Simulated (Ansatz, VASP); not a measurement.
SiC in VASP and in Ansatz

```xyz
2
Lattice="2.7366 0.0000 0.0000 -1.3683 2.3700 0.0000 0.0000 0.0000 4.3187" Properties=species:S:1:pos:R:3 pbc="T T T"
Si    0.0000    1.5800    2.1594
C     1.3683    0.7900    0.0000
```

Alike in both runs: task relaxation of cell and atoms; functional PBE; k mesh 6 × 6 × 4; occupations gaussian, width 0.1 eV; no spin polarisation.

|  | VASP | Ansatz |
| --- | --- | --- |
| version | VASP 6.6.1 | Ansatz 0.2.0 |
| potentials or method | VASP PAW PBE potentials, release 64 (Si, C) | scalar-relativistic, plane waves, PAW |
| plane-wave cutoff (eV) | 600 | 420 |
| valence electrons in the cell | 8 | 8 |

```tsv
	VASP	Ansatz	Ansatz less VASP
gap on the k mesh at the Fermi level, each at its own relaxed structure (eV)	none	none	-
relaxed volume (Å³/atom)	9.13	9.12	-0.006
relaxed cell length with the largest relative difference (Å)	2.906	2.905	-0.0011
energy change over the relaxation (meV/atom)	-1597	-1601	-3.9
```

A gap of «none» marks a metal or a gap that the smearing closes.

Caveats: the k mesh is coarse (spacing up to 0.44 Å⁻¹), so the values aren't converged; the volume moved by over 15 % at a fixed basis, so the end points are rough (VASP).
